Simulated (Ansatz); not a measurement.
Write the native input for Ansatz 0.2.0 that does the following.

```
Task                : single point
Functional          : PBE
Potentials or basis : all-electron LAPW, scalar-relativistic
Cutoff              : 284 eV (chosen from the basis error)
Basis error allowed : 0.001 eV/atom
k mesh              : 12 × 12 × 12
Occupations         : gaussian, width 0.011 eV
Spin                : no spin polarisation
```

Ir:

```xyz
1
Lattice="0.0000 1.9156 1.9156 1.9156 0.0000 1.9156 1.9156 1.9156 0.0000" Properties=species:S:1:pos:R:3 pbc="T T T"
Ir    0.0000    0.0000    0.0000
```

One way to write it, as run:

input.yaml

```yaml
crystal:
  lattice:
    - [0.0, 1.9156, 1.9156]
    - [1.9156, 0.0, 1.9156]
    - [1.9156, 1.9156, 0.0]
  atoms:
    - { symbol: Ir, position: [0.0, 0.0, 0.0] }
kpoints:
  mp_grid: { grid: [12, 12, 12] }
scf:
  occupations: { method: gaussian, width: 0.011 }
hamiltonian:
  xc: pbe
  pseudopotentials: { kind: all_electron, lapw: { basis_error: 0.001 } }
output:
  forces: true
  stress: true
  eigenvalues: true
```

Potentials or basis: all-electron LAPW, scalar-relativistic.

Run with:

```console
$ ansatz run input.yaml --threads 1 --pin off --max-ram 3072MiB --backend cpu --events-out ev --progress --plain --runs-dir out
```

It gave:

* Pressure: 11.0 GPa
* Band gap on the k mesh: none (metal or under the smearing width)

It took 10 s on 1 thread of Arm Neoverse V1, on a shared host, peak memory 0.29 GiB.
